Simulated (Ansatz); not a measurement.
# C: course of a relaxation

All numbers below come from DFT PBE, scalar-relativistic, plane waves, PAW (Ansatz 0.2.0). Settings: 420 eV cutoff, 18×18×2 k-mesh, Gaussian smearing of 0.10 eV, no spin polarisation.

What was changed: uniaxial strain along c, with a, b and atoms relaxed: -1.0 %.

Command:

```bash
ansatz run input.yaml --threads 2 --pin off --max-ram 5120MiB --backend cpu --events-out ev --progress --plain --runs-dir out
```

Input:

```yaml
crystal:
  lattice:
    - [2.4727425063, 0.0, 0.0]
    - [-1.2363712532, 2.1414578275, 0.0]
    - [0.0, 0.0, 28.70446334]
  atoms:
    - { symbol: C, position: [0.6666666667, 0.3333333333, 0.96330469] }
    - { symbol: C, position: [0.6666666667, 0.3333333333, 0.4633053611] }
    - { symbol: C, position: [0.6666666667, 0.3333333333, 0.7679576237] }
    - { symbol: C, position: [0.6666666667, 0.3333333333, 0.2679576625] }
    - { symbol: C, position: [0.0, 0.0, 0.6157376426] }
    - { symbol: C, position: [0.3333333333, 0.6666666667, 0.2679576237] }
    - { symbol: C, position: [0.0, 0.0, 0.1157376426] }
    - { symbol: C, position: [0.6666666667, 0.3333333333, 0.6157370101] }
    - { symbol: C, position: [0.3333333333, 0.6666666667, 0.7679576625] }
    - { symbol: C, position: [0.3333333333, 0.6666666667, 0.1157370101] }
    - { symbol: C, position: [0.3333333333, 0.6666666667, 0.46330469] }
    - { symbol: C, position: [0.3333333333, 0.6666666667, 0.9633053611] }
basis:
  ecutwfc: 420
kpoints:
  mp_grid: { grid: [18, 18, 2] }
hamiltonian:
  xc: pbe
scf:
  occupations: { method: gaussian, width: 0.1 }
output:
  forces: true
  stress: true
  eigenvalues: true
relax:
  adjacent_minimum: "off"
  f_tol: 0.008
  max_steps: 40
  cell: { stress_tol: 0.015, fix: [c, angles] }
```

F is the free energy. Steps run on the plane waves of an earlier cell, but the last one, and at times one on the way, on a freshly chosen basis, so a repeated geometry can differ a little in energy. The held parts of the cell keep their stress, so P needn't end at zero.

Steps:

```json
{"step": "1", "F − F(1) (eV)": "0.0000", "largest force component (eV/Å)": "0.001", "V (Å³/atom)": "12.666", "P (GPa)": "-1.45"}
{"step": "2", "F − F(1) (eV)": "-0.0058", "largest force component (eV/Å)": "0.001", "V (Å³/atom)": "12.623", "P (GPa)": "-0.45"}
{"step": "3", "F − F(1) (eV)": "-0.0069", "largest force component (eV/Å)": "0.001", "V (Å³/atom)": "12.603", "P (GPa)": "0.00"}
{"step": "4", "F − F(1) (eV)": "-0.0052", "largest force component (eV/Å)": "0.001", "V (Å³/atom)": "12.603", "P (GPa)": "-0.01"}
```

Relaxed structure:

```xyz
12
Lattice="2.4666 0.0000 0.0000 -1.2333 2.1361 0.0000 0.0000 0.0000 28.7045" Properties=species:S:1:pos:R:3 pbc="T T T"
C     1.2333    0.7120   27.6422
C     1.2333    0.7120   13.2900
C     1.2333    0.7120   22.0539
C     1.2333    0.7120    7.7017
C     0.0000    0.0000   17.6733
C     0.0000    1.4241    7.7016
C     0.0000    0.0000    3.3211
C     1.2333    0.7120   17.6733
C     0.0000    1.4241   22.0539
C     0.0000    1.4241    3.3211
C     0.0000    1.4241   13.2899
C     0.0000    1.4241   27.6422
```

It takes space group P6_3/mmc (No. 194, hexagonal). Conventional cell: a = 2.467 Å, b = 2.467 Å, c = 28.704 Å, α = 90.00°, β = 90.00°, γ = 120.00°. C (site symmetry 3m) has 3 C at 1.42 Å as nearest neighbours. Around C (site symmetry 3m) lie 3 C at 1.42 Å. C (site symmetry -6m2) is surrounded by 3 C at 1.42 Å. C (site symmetry -6m2) has 3 C at 1.42 Å as nearest neighbours.

The run converged. It took 7.8 min on 2 threads of Intel(R) Xeon(R) Processor @ 2.50GHz (Skylake/Cascade Lake), on a shared host, peak memory 1 GiB.